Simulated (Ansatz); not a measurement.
Relaxed ZnTe (zinc blende):

```
CELL_PARAMETERS angstrom
      0.00000     3.05670     3.05670
      3.05670     0.00000     3.05670
      3.05670     3.05670     0.00000
ATOMIC_POSITIONS crystal
  Te 0.75000 0.75000 0.75000
  Zn 0.00000 0.00000 0.00000
```

In this cell atom 1 (Te, nearest neighbour Zn at 2.647 Å; its periodic images, 4.3 Å or more away, move with it) is moved by s along Cartesian [110], unit vector (0.707, 0.707, 0.000); all other atoms and the cell stay fixed.

All values below come from r2SCAN (plane waves to 500 eV, PAW, scalar-relativistic; Ansatz, a quantum-chemistry and plane-wave program). k mesh 8×8×8 (Γ-centred), Fermi-Dirac smearing 0.05 eV. Energies are smeared free energies. Spin-orbit coupling is left out, though Te is heavy. ZnTe was relaxed with its symmetry unable to fall. The zero of ΔE is the undisplaced structure.

```csv
s (Å),ΔE (meV/cell)
-0.790,2070
-0.632,1207
-0.474,625
-0.316,260
-0.158,62
0.000,0
0.158,62
0.316,260
0.474,625
0.632,1207
0.790,2070
```

**Question.** What force constant k = d²E/ds² at s = 0 does the table give?

**Answer.** 4.9 eV/Å². It is the second difference of the nearest points, corrected with the next pair.

**Question.** With k = 4.93 eV/Å² from the forces, is the well harmonic out to s = 0.790 Å?

**Answer.** ½ks² = 1540 meV/cell against the computed 2070 meV/cell, so the well is stiffer than harmonic there.

(For displaced atoms, the force is minus the slope of the energy, and its curvature is a force constant, which sets phonon frequencies.)
